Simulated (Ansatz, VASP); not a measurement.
GaAs: VASP beside Ansatz

```
Ga As
1.0
     0.00000    2.75092    2.75092
     2.75092    0.00000    2.75092
     2.75092    2.75092    0.00000
Ga As
1 1
Direct
  0.00000 0.00000 0.00000
  0.25000 0.25000 0.25000
```

Change from the starting cell: hydrostatic strain -2.9%.

Alike in both runs: task single point; functional HSE06; k mesh 6 × 6 × 6; no spin polarisation.

|  | VASP | Ansatz |
| --- | --- | --- |
| version | VASP 6.6.1 | Ansatz 0.2.0 |
| potentials or method | VASP PAW PBE potentials, release 64 (Ga_d, As) | plane waves, PAW |
| plane-wave cutoff (eV) | 520 | 420 |
| occupations | gaussian, width 0.01 eV | fixed |
| valence electrons in the cell | 18 | 28 |

|  | VASP | Ansatz | Ansatz less VASP |
| --- | --- | --- | --- |
| gap on the k mesh at the Fermi level (eV) | 1.91 | 1.90 | -0.013 |
| pressure (GPa) | 8.5 | 8.7 | +0.19 |

The two sets of potentials don't hold the same shells in valence. Ansatz warned: «stress_exchange_threshold_loose».

Caveats: the PAW data sets were made with another functional, which shifts forces and pressure a little (VASP). A k mesh can miss the band edges.
